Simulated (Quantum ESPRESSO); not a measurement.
Crystal: HgS3.

```
CELL_PARAMETERS angstrom
5.16616 0.00000 0.00000
-2.58308 4.47403 0.00000
0.00000 0.00000 4.88469
ATOMIC_POSITIONS crystal
Hg 0.00000 0.00000 0.50000
S 0.66667 0.33333 0.74610
S 0.66667 0.33333 0.25390
S 0.33333 0.66667 0.50000
```

The cell was built by a generator and needn't be a form met in nature.

```yaml
Program: Quantum ESPRESSO 7.5
Task: phonons
Functional: LDA
Potentials_or_basis: GBRV 1.5 LDA
Cutoff: 612 eV
Density_cutoff: 4898 eV
k_mesh: 4 × 4 × 4, shifted
Occupations: fermi-dirac, width 0.05 eV
Spin: no spin polarisation
Form_of_the_LDA_correlation: PZ81
Mixing_beta: 0.5
Most_SCF_iterations: 120
SCF_threshold: 8e-10 Ry
```

The cell and the atoms were relaxed first, to 23.83 Å³/atom (a = 4.384 Å, b = 4.384 Å, c = 5.726 Å, α = 90.00°, β = 90.00°, γ = 120.00°), and the response was taken there.

```
Hg S
1.0
     4.38400    0.00000    0.00000
    -2.19200    3.79665    0.00000
     0.00000    0.00000    5.72581
Hg S
1 3
Direct
  0.00000 0.00000 0.50000
  0.66667 0.33333 0.83266
  0.66667 0.33333 0.16734
  0.33333 0.66667 0.50000
```

Question: Where do the zone-centre optical modes lie?

Answer: A''2 at 96i cm⁻¹ (IR); E' at 73 cm⁻¹ (IR and Raman); E'' at 89 cm⁻¹ (Raman); A''2 at 120 cm⁻¹ (IR); E' at 212 cm⁻¹ (IR and Raman); A'1 at 648 cm⁻¹ (Raman). Imaginary frequencies mark an instability of this cell.

Optical modes at Γ, degenerate ones joined:
```
cm⁻¹  components  symmetry     active in
 96i           1      A''2            IR
  73           2        E'  IR and Raman
  89           2       E''         Raman
 120           1      A''2            IR
 212           2        E'  IR and Raman
 648           1       A'1         Raman
```

Caveat: the k mesh is coarse; the mesh is thin for the phonons of a metal; some modes are imaginary; the volume moved by over 15 % at a fixed basis, so the end points are rough.
